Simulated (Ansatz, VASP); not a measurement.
**Ni in VASP and in Ansatz**

INCAR

```
SYSTEM = Ni
PREC = Accurate ; ENCUT = 520
EDIFF = 1E-7 ; ISMEAR = -1
SIGMA = 0.05 ; LREAL = .FALSE.
LASPH = .TRUE. ; NELM = 150
ALGO = Fast ; ISIF = 2
LWAVE = .FALSE. ; LCHARG = .TRUE.
ISPIN = 2 ; MAGMOM = 0.83 -0.38
LORBIT = 11 ; LMAXMIX = 4
GGA = PS ; LELF = .TRUE.
LVHAR = .TRUE. ; NBANDS = 21
```

KPOINTS

```
Automatic mesh
0
G
  12 12 7
  0 0 0
```

POSCAR

```
Ni
1.0
    2.4480228978      0.0000000000      0.0000000000
   -1.2240114489      2.1200500186      0.0000000000
    0.0000000000      0.0000000000      4.0728075700
Ni
2
Direct
    0.6666666667      0.3333333333      0.7500000000
    0.3333333333      0.6666666667      0.2500000000
```

Contents of input.yaml:

```yaml
crystal:
  lattice:
    - [2.4480228978, 0.0, 0.0]
    - [-1.2240114489, 2.1200500186, 0.0]
    - [0.0, 0.0, 4.07280757]
  atoms:
    - { symbol: Ni, position: [0.6666666667, 0.3333333333, 0.75], spin: 0.83 }
    - { symbol: Ni, position: [0.3333333333, 0.6666666667, 0.25], spin: -0.38 }
hamiltonian:
  xc: pbesol
  pseudopotentials: { kind: paw }
magnetization:
  spin_polarized: true
kpoints:
  mp_grid: { grid: [12, 12, 7] }
scf:
  occupations: { method: fermi_dirac, width: 0.05 }
output:
  forces: true
  stress: true
  eigenvalues: true
```

This isn't the form of Ni at room conditions, which is fcc.

Alike in both runs: task single point; functional PBEsol; k mesh 12 × 12 × 7; occupations fermi-dirac, width 0.05 eV; collinear spin.

|  | VASP | Ansatz |
| --- | --- | --- |
| version | VASP 6.6.1 | Ansatz 0.2.0 |
| potentials or method | VASP PAW PBE potentials, release 64 (Ni) | Ansatz PAW |
| plane-wave cutoff (eV) | 520 | 420 |
| valence electrons in the cell | 20 | 36 |

Ansatz gave:

* gap on the k mesh at the Fermi level (eV): none
* pressure (GPa): -3.0
* largest component of the traceless stress (GPa): 2.67
* net moment per atom (μB): 0.65
* size of the moment on the site where the two differ most (μB): 0.69

Question: Which values does VASP return?

Answer: gap on the k mesh at the Fermi level (eV): none; pressure (GPa): -3.1; largest component of the traceless stress (GPa): 2.60; net moment per atom (μB): 0.64; size of the moment on the site where the two differ most (μB): 0.64.

Site moments also hang on the region over which each program counts them. A gap of «none» marks a metal or a gap that the smearing closes. The two sets of potentials don't hold the same shells in valence.

Caveats: the PAW data sets were made with another functional, which shifts forces and pressure a little (VASP); the PAW data sets come from PBE, with cores solved anew for the run's functional, which leaves a small shift of forces and pressure (Ansatz); the starting moments weren't kept (Ansatz).
